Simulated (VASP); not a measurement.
**From VASP inputs to Ansatz: SnO₂ (distorted fluorite)**

INCAR

```
LASPH = .TRUE.
GGA = PS
EDIFF = 1E-7
NBANDS = 20
SIGMA = 0.02
ENCUT = 520
NELM = 120
ISIF = 2
LCHARG = .FALSE.
NSW = 0
LREAL = .FALSE.
ISMEAR = -1
IBRION = -1
LWAVE = .FALSE.
PREC = Accurate
```

KPOINTS

```
KPOINTS created by Atomic Simulation Environment
0
Gamma
8 8 8
0 0 0
```

POSCAR

```
Sn O
 1.0000000000000000
     0.0113000000000000    2.4735999999999998    2.5705000000000000
     2.5164000000000000    0.0117000000000000    2.5701000000000001
     2.5263000000000000    2.4830999999999999    0.0018000000000000
 Sn  O
   1   2
Cartesian
  4.8972133600000003  2.5921027999999997  2.5873193600000004
  1.1902798900000000  1.4155992800000001  1.2720389300000001
  3.7935946800000000  3.6926381699999995  3.7409060099999998
```

VASP ran with the recommended PBE PAW datasets (26 valence electrons in the cell).

**Question.** Write an Ansatz input for this cell and level of theory.

**Answer.** 

```yaml
crystal:
  lattice:
    - [0.0113, 2.4736, 2.5705]
    - [2.5164, 0.0117, 2.5701]
    - [2.5263, 2.4831, 0.0018]
  atoms:
    - { symbol: Sn, position: [0.0518, 0.9542, 0.9878] }
    - { symbol: O, position: [0.2972, 0.1975, 0.2731] }
    - { symbol: O, position: [0.72, 0.7349, 0.7664] }
kpoints:
  mp_grid: { grid: [8, 8, 8] }
hamiltonian:
  xc: pbesol
scf:
  occupations: { method: fermi_dirac, width: 0.02 }
  n_extra_bands: 4
output:
  forces: true
  stress: true
  eigenvalues: true
```

Other inputs would serve too.

|  | VASP | Ansatz |
| --- | --- | --- |
| gap between bands v and c on the k mesh | 0.07 eV | 0.08 eV |
| least direct gap on the k mesh | 1.15 eV | 1.16 eV |
| pressure | 14.0 GPa | 13.3 GPa |
| largest force | 4.28 eV/Å | 4.23 eV/Å |

Each program uses its own PAW datasets. VASP's cell holds 26 valence electrons and Ansatz's 26. Ansatz's stress includes a Pulay correction; VASP's doesn't.
